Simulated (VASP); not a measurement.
Crystal: HfC.

```
Hf C
1.0
     0.00000    2.32500    2.32500
     2.32500    0.00000    2.32500
     2.32500    2.32500    0.00000
Hf C
1 1
Direct
  0.50000 0.50000 0.50000
  0.00000 0.00000 0.00000
```

```yaml
Program: VASP 6.6.1
Task: relaxation of cell and atoms
Functional: vdW-DF-cx
Potentials_or_basis: VASP PAW PBE potentials, release 64 (Hf_pv, C)
Cutoff: 600 eV
k_mesh: 10 × 10 × 10
Occupations: fermi-dirac, width 0.05 eV
Spin: no spin polarisation
```

At the start: pressure -4.9 GPa; volume 12.57 Å³/atom.

Where does the relaxation end?

Over 3 steps the energy falls by 4.0 meV/atom and the volume is 12.32 Å³/atom (-2.0 %); space group Fm-3m (No. 225, to 0.05 Å).

The path:
```tsv
step	energy change (eV)	largest force (eV/Å)	pressure (GPa)	volume (Å³)
1	0.0000	0.0000	-4.91	25.14
2	0.0175	0.0000	9.66	23.76
3	-0.0079	0.0000	-0.09	24.63
```

Final structure:
```
CELL_PARAMETERS angstrom
0.00000 2.30941 2.30941
2.30941 0.00000 2.30941
2.30941 2.30941 0.00000
ATOMIC_POSITIONS crystal
Hf 0.50000 0.50000 0.50000
C 0.00000 0.00000 0.00000
```

Caveat: the PAW data sets were made with another functional, which shifts forces and pressure a little.
